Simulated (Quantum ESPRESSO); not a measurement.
Crystal: AgCl (Chlorargyrite).

```
Ag Cl
1.0
     0.00000    2.73500    2.73500
     2.73500    0.00000    2.73500
     2.73500    2.73500    0.00000
Ag Cl
1 1
Direct
  0.00000 0.00000 0.00000
  0.50000 0.50000 0.50000
```

Program: Quantum ESPRESSO 7.5. Alike in all runs: task band structure; potentials or basis SG15 PBE 1.2; no spin polarisation; cell as given; cutoff (eV) 952; smearing fermi-dirac 0.05 eV.

**Question.** Order these runs on this cell by their pressure, lowest first.
A. level LDA; k mesh 8 × 8 × 8; SCF threshold 4e-10 Ry; form of the LDA correlation PZ81
B. level TPSS; k mesh 6 × 6 × 6; symmetry off; SCF threshold 1e-08 Ry
C. level TASK; k mesh 6 × 6 × 6; symmetry off; SCF threshold 1e-08 Ry
D. level RPBE; k mesh 8 × 8 × 8; SCF threshold 4e-10 Ry
E. level AM05; k mesh 8 × 8 × 8; SCF threshold 4e-10 Ry

**Answer.** A (-3.5 GPa), E (0.7 GPa), B (3.1 GPa), D (7.5 GPa), C (11.2 GPa).

Caveats: the potentials were made for another functional, which shifts forces and pressure; this potential file gives levels or pressures that part from those of other sets.

Runs at the PBE level aren't shown here.
